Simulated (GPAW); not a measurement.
# MoS2 (C2/m) in GPAW: settings compared

Aim: see how the results for MoS2 move with the level of theory and the settings. Levels: PBEsol+U, PBE+U. Tasks: single point.

Everything below comes from runs of GPAW 26.7.0. Logs are shortened: lines on timing, memory, paths and dates and some standing lists are left out, and cuts for length are marked. The log counts tension as positive stress, the text compression.

### 1 The crystal as given

Symmetry: C2/m, No. 12, monoclinic system. Conventional cell: a = 6.296 Å, b = 3.860 Å, c = 4.439 Å, α = 90.00°, β = 90.04°, γ = 90.00°. Mo (site symmetry 2/m) has 6 S at 2.35 to 2.60 Å as nearest neighbours. S (site symmetry m) is surrounded by 3 Mo at 2.35 to 2.60 Å.

The cell comes from a database or a generator and needn't be the stable form of this composition.

### 2 Single point, PBEsol+U, collinear spin, random start

File run.py:

```python
from ase import Atoms
from ase.dft.bandgap import bandgap
from ase.io import write
from ase.units import GPa
from gpaw import GPAW, PW, setup_paths

setup_paths.insert(0, '.')

atoms = Atoms(['Mo', 'S', 'S'],
              cell=[[3.14799252, -1.92978203, 0.0],
                    [3.14799252, 1.92978203, 0.0],
                    [-0.00309924, 0.0, 4.43932959]],
              scaled_positions=[[0.0, 0.0, 0.0],
                                [0.6879, 0.6879, 0.2889],
                                [0.3121, 0.3121, 0.7111]],
              pbc=True)
atoms.set_initial_magnetic_moments([0.19, 0.0, 0.0])

calc = GPAW(mode=PW(600),
            xc='PBEsol',
            kpts={'size': (6, 6, 4), 'gamma': True},
            occupations={'name': 'methfessel-paxton', 'order': 0, 'width': 0.05},
            setups={'Mo': ':d,2.0'},
            nbands=25,
            convergence={'density': 1e-05, 'energy': 1e-05},
            maxiter=150,
            txt='gpaw.txt')
atoms.calc = calc
energy = atoms.get_potential_energy()
forces = atoms.get_forces()
stress = atoms.get_stress()
calc.write('gs.gpw')
write('result.traj', atoms)
print(f'Energy: {energy:.6f} eV')
print('Forces (eV/A):')
print(forces.round(4))
print('Stress (GPa):', (stress / GPa).round(3))
print('Moments:', calc.get_magnetic_moments().round(3))
print('Fermi level:', round(calc.get_fermi_level(), 4), 'eV')
print(f'Gap: {bandgap(calc)[0]:.4f} eV, direct: {bandgap(calc, direct=True)[0]:.4f} eV')
```

Potentials or basis: PAW data sets generated in the run's folder for this functional, pw.

Launch:

```sh
$ gpaw-setup -f PBEsol Mo S
$ OMP_NUM_THREADS=1 python run.py
```

gpaw.txt:

```text
__  _  _
 | _ |_)|_||  |
 |__||  | ||/\| - 26.7.0

Input parameters:
  mode=PW(ecut=600.0),
  convergence={'density': 1e-05, 'energy': 1e-05},
  kpts=MonkhorstPack(size=(6, 6, 4), gamma=True),
  maxiter=150,
  nbands=25,
  occupations=Occupations(name='methfessel-paxton', order=0, width=0.05),
  setups={'Mo': ':d,2.0'},
  xc=XC(name='PBEsol')

Diagonalizing LCAO Hamiltonian
Converting LCAO to pw mode

            S

                 S
       Mo

Atoms  # Å, Bohr magnetons
|   | symbol |        x |         y |        z |    initial magnetic moments |
|---|--------|----------|-----------|----------|-----------------------------|
| 0 |     Mo | 0.000000 |  0.000000 | 0.000000 | ( 0.0000,  0.0000,  0.1900) |
| 1 |      S | 4.330113 |  0.000000 | 1.282522 | ( 0.0000,  0.0000,  0.0000) |
| 2 |      S | 1.962773 | -0.000000 | 3.156807 | ( 0.0000,  0.0000,  0.0000) |

Unit cell  # Å
| periodic |         x |         y |        z |  lengths |    angles |
|----------|-----------|-----------|----------|----------|-----------|
|      yes |  3.147993 | -1.929782 | 0.000000 | 3.692413 | 90.034102 |
|      yes |  3.147993 |  1.929782 | 0.000000 | 3.692413 | 90.034102 |
|      yes | -0.003099 |  0.000000 | 4.439330 | 4.439331 | 63.018251 |

Number of symmetries: 4
Symmetry operations  # r_c * U_cc + t_c -> r_c
|   | kind |            matrix            |
|---|------|------------------------------|
| 0 |  E   |  1, 0, 0,  0, 1, 0,  0, 0, 1 |
| 1 |  σ   |  0, 1, 0,  1, 0, 0,  0, 0, 1 |
| 2 |  C2  |  0,-1, 0, -1, 0, 0,  0, 0,-1 |
| 3 |  i   | -1, 0, 0,  0,-1, 0,  0, 0,-1 |

BZ-sampling:
  Number of BZ points: 144
  Number of IBZ points: 47

  Monkhorst-Pack size: [6, 6, 4]
  Monkhorst-Pack shift: [0.08333333333333333, 0.08333333333333333, 0.125]

K-points  # in reciprocal-cell coordinates
|     |                                coordinates |     weight |
|-----|--------------------------------------------|------------|
|   0 | (  0.00000000,   0.00000000,   0.00000000) | 0.00694444 |
|   1 | (  0.00000000,   0.00000000,   0.25000000) | 0.01388889 |
|   2 | (  0.00000000,   0.00000000,   0.50000000) | 0.00694444 |
|   3 | (  0.16666667,  -0.16666667,   0.00000000) | 0.01388889 |
|   4 | (  0.16666667,  -0.16666667,   0.25000000) | 0.02777778 |
|   5 | (  0.16666667,  -0.16666667,   0.50000000) | 0.01388889 |
|   6 | (  0.16666667,   0.00000000,  -0.25000000) | 0.02777778 |
|   7 | (  0.16666667,   0.00000000,   0.00000000) | 0.02777778 |
|   8 | (  0.16666667,   0.00000000,   0.25000000) | 0.02777778 |
|   9 | (  0.16666667,   0.00000000,   0.50000000) | 0.02777778 |
| ... |                                            |            |
|  46 | (  0.50000000,   0.50000000,   0.50000000) | 0.00694444 |

Plane wave coefficients: 1827
Cutoff: 600.0 eV

Spin-components: 2 (collinear spins)
Bands:           25
Projectors:      16
Spin-degeneracy: 1
[... 90 lines left out ...]
    width: 0.0500  # eV
    order: 0

poisson solver:
  ecut: 4800.0  # eV

xc functional:
  name: PBEsol with 2 nearest neighbor stencil

convergence criteria:
- Maximum integral of absolute [dens]ity change: 1e-05 electrons / valence electron
- Maximum [total energy] change in last 3 cyles: 1e-05 eV / valence electron
- Maximum integral of absolute [eigenst]ate change: 4e-08 eV^2 / valence electron
maximum number of iterations: 150

SCF iterations
|iter     | |      energy | eigst |  dens |  magmom |
|---------|-|-------------|-------|-------|---------|
|iter:   1| |  -19.980603 | +0.34 |       |  +0.1873|
|iter:   2| |  -19.392920 | -1.67 | -0.97 |  +0.1862|
|iter:   3| |  -18.541579 | -1.31 | -1.05 |  +0.2122|
|iter:   4| |  -18.540807 | -2.60 | -1.39 |  +0.2442|
|iter:   5| |  -18.628625 | -2.52 | -1.51 |  +0.4070|
|iter:   6| |  -18.789908 | -2.84 | -1.66 |  +0.7020|
|iter:   7| |  -18.966537 | -2.65 | -1.70 |  +1.1391|
|iter:   8| |  -19.211610 | -2.07 | -1.53 |  +2.1540|
|iter:   9| |  -19.242436 | -2.69 | -1.65 |  +1.7813|
|iter:  10| |  -19.279815 | -3.75 | -1.69 |  +1.8026|
|iter:  11| |  -19.341966 | -3.31 | -1.72 |  +1.9695|
|iter:  12| |  -19.331251 | -3.24 | -1.87 |  +1.8025|
|iter:  13| |  -19.377977 | -3.16 | -1.78 |  +2.0559|
|iter:  14| |  -19.376521 | -2.75 | -2.09 |  +2.4176|
|iter:  15| |  -19.391892 | -3.45 | -2.00 |  +2.2663|
|iter:  16| |  -19.392551 | -4.18 | -2.64 |  +2.2201|
|iter:  17| |  -19.392666 | -5.63 | -3.02 |  +2.2206|
|iter:  18| |  -19.392978 | -4.84 | -3.01 |  +2.2427|
|iter:  19| |  -19.392990 | -6.37 | -3.51 |  +2.2398|
|iter:  20| |  -19.393002c| -6.68 | -3.98 |  +2.2389|
|iter:  21| |  -19.393005c| -7.46c| -4.21 |  +2.2389|
|iter:  22| |  -19.393004c| -7.82c| -4.58 |  +2.2385|
|iter:  23| |  -19.393004c| -8.20c| -4.96 |  +2.2385|
|iter:  24| |  -19.393004c| -8.79c| -5.45c|  +2.2384|

Converged in 24 steps
Energy contributions relative to reference atoms: (reference = -131755.109894)

Energy contributions:
  Kinetic:           5.047295
  Coulomb:          -8.319819
  Zero:             -0.304893
  External:          0.000000
  Xc:              -15.814187
  Entropy:          -0.002801
  Spinorbit:         0.000000
  ----------------------------
  Free energy:     -19.394405
  Extrapolated:    -19.393004

dipole moment: (-23.398728, 0.000000, -16.506682)  # |e|*Ang

Total magnetic moment: (0.000000, 0.000000, 2.238445)

Local magnetic moments
|        x |        y |         z |
|----------|----------|-----------|
| 0.000000 | 0.000000 |  2.221148 |  # Mo   0
| 0.000000 | 0.000000 | -0.125873 |  # S    1
| 0.000000 | 0.000000 | -0.125873 |  # S    2

Fermi level: 7.690
Eigenvalues  # (at kpt = [0.000, 0.000, 0.000])
| band index |      eig [eV] | occ [0-1] |      eig [eV] | occ [0-1] |
|------------|---------------|-----------|---------------|-----------|
|          0 |       -53.527 |     1.000 |       -52.034 |     1.000 |
|        ... |               |           |               |           |
|          5 |        -3.008 |     1.000 |        -3.174 |     1.000 |
|          6 |         1.809 |     1.000 |         2.415 |     1.000 |
|          7 |         2.978 |     1.000 |         3.623 |     1.000 |
|          8 |         3.286 |     1.000 |         3.897 |     1.000 |
|          9 |         5.912 |     1.000 |         7.007 |     1.000 |
|         10 |         6.231 |     1.000 |         7.528 |     1.000 |
|         11 |         7.078 |     1.000 |         8.595 |     0.000 |
|         12 |         7.483 |     1.000 |         9.312 |     0.000 |
|         13 |         7.662 |     0.780 |         9.392 |     0.000 |
|         14 |         8.731 |     0.000 |        10.502 |     0.000 |
|         15 |         9.663 |     0.000 |        10.797 |     0.000 |
|         16 |        10.634 |     0.000 |        11.588 |     0.000 |
|         17 |        11.777 |     0.000 |        12.056 |     0.000 |
|         18 |        14.001 |     0.000 |        14.646 |     0.000 |
|         19 |        14.841 |     0.000 |        15.132 |     0.000 |
|        ... |               |           |               |           |
|         24 |        21.565 |     0.000 |        22.069 |     0.000 |

No gap
No difference between direct/indirect transitions

Forces  # eV/Ang
|        x |       y |        z |
|----------|---------|----------|
|  0.00000 | 0.00000 |  0.00000 |  # Mo   0
| -1.10414 | 0.00000 | -0.79167 |  # S    1
|  1.10414 | 0.00000 |  0.79167 |  # S    2

Stress tensor  # eV/Ang^3
|         x |        y |         z |
|-----------|----------|-----------|
| -0.001719 | 0.000000 |  0.064828 |
|  0.000000 | 0.060454 |  0.000000 |
|  0.064828 | 0.000000 | -0.071986 |

# Writing to gs.gpw (mode='')
```

stdout:

```text
Energy: -19.393004 eV
Forces (eV/A):
[[ 0.      0.      0.    ]
 [-1.1041  0.     -0.7917]
 [ 1.1041  0.      0.7917]]
Stress (GPa): [ -0.275   9.686 -11.533   0.     10.387   0.   ]
Moments: [ 2.221 -0.126 -0.126]
Fermi level: 7.6896 eV
Gap: 0.0000 eV, direct: 0.0000 eV
```

Wall time 3.4 min (1 thread of Arm Neoverse V1, shared host); peak memory 0.24 GiB.

What came out:

- Free energy: -19.3944 eV
- Pressure: 0.7 GPa
- Largest force: 1.359 eV/Å
- Band gap on the k mesh: none (metal or under the smearing width)
- Net moment: 2.24 μB per cell
- Site moments: Mo +2.22; S -0.13 μB

Forces on the atoms (eV/Å):
```
Mo   0.000  0.000  0.000
S   -1.104  0.000 -0.792
S    1.104  0.000  0.792
```

Caveat: forces of over 1 eV/Å show positions far from the minimum, so gaps and moduli don't describe the material at rest. The state reached can hang on the start; a lower one may exist.

### 3 Single point, PBE+U, collinear spin, ferromagnetic start

File run.py:

```python
from ase.dft.bandgap import bandgap
from ase.io import read, write
from ase.units import GPa
from gpaw import GPAW, PW

atoms = read('POSCAR')
atoms.set_initial_magnetic_moments([1.0, 0.0, 0.0])

calc = GPAW(mode=PW(600),
            xc='PBE',
            kpts={'size': (6, 6, 4), 'gamma': True},
            occupations={'name': 'methfessel-paxton', 'order': 0, 'width': 0.05},
            setups={'Mo': ':d,2.0'},
            nbands=25,
            convergence={'density': 1e-05, 'energy': 1e-05},
            maxiter=150,
            txt='gpaw.txt')
atoms.calc = calc
energy = atoms.get_potential_energy()
forces = atoms.get_forces()
stress = atoms.get_stress()
calc.write('gs.gpw')
write('result.traj', atoms)
print(f'Energy: {energy:.6f} eV')
print('Forces (eV/A):')
print(forces.round(4))
print('Stress (GPa):', (stress / GPa).round(3))
print('Moments:', calc.get_magnetic_moments().round(3))
print('Fermi level:', round(calc.get_fermi_level(), 4), 'eV')
print(f'Gap: {bandgap(calc)[0]:.4f} eV, direct: {bandgap(calc, direct=True)[0]:.4f} eV')
```

File POSCAR:

```
MoS2
1.0
    3.1479925200     -1.9297820300      0.0000000000
    3.1479925200      1.9297820300      0.0000000000
   -0.0030992400      0.0000000000      4.4393295900
Mo S
1 2
Direct
    0.0000000000      0.0000000000      0.0000000000
    0.6879000000      0.6879000000      0.2889000000
    0.3121000000      0.3121000000      0.7111000000
```

Potentials or basis: GPAW PAW data sets (gpaw-data 1.2.1), pw.

Launch:

```sh
$ OMP_NUM_THREADS=1 python run.py
```

Wall time 2.3 min (1 thread of Arm Neoverse V1, shared host); peak memory 0.23 GiB.

It converged, with:

| Property | Result |
| --- | --- |
| Free energy | -17.9791 eV |
| Pressure | 5.9 GPa |
| Largest force | 1.358 eV/Å |
| Band gap on the k mesh | none (metal or under the smearing width) |
| Net moment | 2.24 μB per cell |
| Site moments | Mo +2.26; S -0.14 μB |

Forces on the atoms (eV/Å):
```
Mo   0.000  0.000  0.000
S   -1.168  0.000 -0.693
S    1.168  0.000  0.693
```

Stress tensor (GPa, compression positive):
```
  6.13   0.00 -10.84
  0.00  -4.65   0.00
-10.84   0.00  16.28
```

Levels at points of the mesh, in eV from the Fermi level:
Spin up:
```csv
k point,band 11,band 12,band 13,band 14,band 15,band 16,band 17,band 18
"(0.00, 0.00, 0.00)",-1.47,-0.58,-0.24,0.01,1.07,2.03,3.00,4.27
"(0.00, 0.00, 0.50)",-2.00,-1.81,-1.74,-1.08,-0.02,4.37,4.62,6.58
"(0.50, 0.00, 0.00)",-2.77,-1.89,-1.35,-0.77,-0.59,3.13,4.72,7.78
"(0.50, 0.00, 0.50)",-1.33,-1.17,-0.87,-0.48,0.33,2.62,4.10,5.31
"(0.50, 0.50, 0.00)",-3.00,-1.62,-1.60,-0.82,-0.42,3.86,4.24,6.81
"(0.50, 0.50, 0.50)",-1.49,-1.44,-0.85,-0.82,-0.47,2.20,4.23,6.25
```
Spin down:
```csv
k point,band 10,band 11,band 12,band 13,band 14,band 15
"(0.00, 0.00, 0.00)",-0.69,-0.18,0.90,1.76,1.86,2.97
"(0.00, 0.00, 0.50)",-2.32,-2.01,-1.22,1.37,1.79,2.61
"(0.50, 0.00, 0.00)",-2.82,-2.60,-1.90,1.07,3.05,3.10
"(0.50, 0.00, 0.50)",-1.21,-1.05,0.25,2.00,2.70,3.23
"(0.50, 0.50, 0.00)",-2.12,-1.71,-1.58,0.60,2.75,2.84
"(0.50, 0.50, 0.50)",-2.30,-1.53,-0.89,2.31,2.54,3.14
```

Caveat: forces of over 1 eV/Å show positions far from the minimum, so gaps and moduli don't describe the material at rest.

### 4 Single point, PBEsol+U, collinear spin, ferromagnetic start

File run.py:

```python
from ase import Atoms
from ase.dft.bandgap import bandgap
from ase.io import write
from ase.units import Bohr, GPa
from gpaw import GPAW, PW, setup_paths
from gpaw.elf import elf_from_dft_calculation

setup_paths.insert(0, '.')

atoms = Atoms(['Mo', 'S', 'S'],
              cell=[[3.14799252, -1.92978203, 0.0],
                    [3.14799252, 1.92978203, 0.0],
                    [-0.00309924, 0.0, 4.43932959]],
              scaled_positions=[[0.0, 0.0, 0.0],
                                [0.6879, 0.6879, 0.2889],
                                [0.3121, 0.3121, 0.7111]],
              pbc=True)
atoms.set_initial_magnetic_moments([3.0, 0.0, 0.0])

calc = GPAW(mode=PW(600),
            xc='PBEsol',
            kpts={'size': (6, 6, 4), 'gamma': True},
            occupations={'name': 'methfessel-paxton', 'order': 0, 'width': 0.05, 'fixmagmom': True},
            setups={'Mo': ':d,2.0'},
            nbands=25,
            convergence={'density': 1e-05, 'energy': 1e-05},
            maxiter=150,
            txt='gpaw.txt')
atoms.calc = calc
energy = atoms.get_potential_energy()
forces = atoms.get_forces()
stress = atoms.get_stress()
calc.write('gs.gpw')
write('result.traj', atoms)
print(f'Energy: {energy:.6f} eV')
print('Forces (eV/A):')
print(forces.round(4))
print('Stress (GPa):', (stress / GPa).round(3))
print('Moments:', calc.get_magnetic_moments().round(3))
print('Fermi levels:', calc.get_fermi_levels().round(4), 'eV')

# fields on the real-space grid
write('density.cube', atoms, data=calc.get_pseudo_density() * Bohr**3)
write('potential.cube', atoms, data=calc.get_electrostatic_potential())
write('spin.cube', atoms, data=(calc.get_pseudo_density(spin=0) - calc.get_pseudo_density(spin=1)) * Bohr**3)
write('elf.cube', atoms, data=elf_from_dft_calculation(calc).data)
```

Potentials or basis: PAW data sets generated in the run's folder for this functional, pw.

Launch:

```sh
$ gpaw-setup -f PBEsol Mo S
$ OMP_NUM_THREADS=1 python run.py
```

Wall time 1.9 min (1 thread of Arm Neoverse V1, shared host); peak memory 0.23 GiB.

Results (log left out):

```yaml
Free_energy: -19.2046 eV
Pressure: 2.5 GPa
Largest_force: 1.405 eV/Å
Net_moment: 3.00 μB per cell
Site_moments: Mo +2.39; S +0.04 μB
```

Forces in eV/Å, atoms in the order of the input:
```
Mo   0.000  0.000  0.000
S   -1.227  0.000 -0.684
S    1.227  0.000  0.684
```

Stress tensor (GPa, compression positive):
```
  6.59   0.00 -11.33
  0.00  -8.50   0.00
-11.33   0.00   9.30
```

Caveat: the gap line of the log is wrong at fixed moment; the total moment is fixed, so each spin has its own Fermi level; forces of over 1 eV/Å show positions far from the minimum, so gaps and moduli don't describe the material at rest.

### 5 The runs side by side

| level | potentials or basis | spin | fixed moment (μB) | gap on the mesh (eV) | pressure (GPa) | moment (μB) | largest force (eV/Å) |
| --- | --- | --- | --- | --- | --- | --- | --- |
| PBEsol+U | PAW data sets generated in the run's folder for this functional, pw | collinear, random start | - | none | 0.7 | 2.24 | 1.36 |
| PBE+U | GPAW PAW data sets (gpaw-data 1.2.1), pw | collinear, ferromagnetic start | - | none | 5.9 | 2.24 | 1.36 |
| PBEsol+U | PAW data sets generated in the run's folder for this functional, pw | collinear, ferromagnetic start | 3.0 | - | 2.5 | 3.00 | 1.41 |

Alike in all rows: task single point; Mo d U = 2 eV; cell as given; k mesh 6 × 6 × 4; cutoff (eV) 600; smearing gaussian 0.05 eV.

Caveats: forces of over 1 eV/Å show positions far from the minimum, so gaps and moduli don't describe the material at rest; the total moment is fixed, so each spin has its own Fermi level (some runs).

Absolute energies hang on the potentials; compare differences alone.
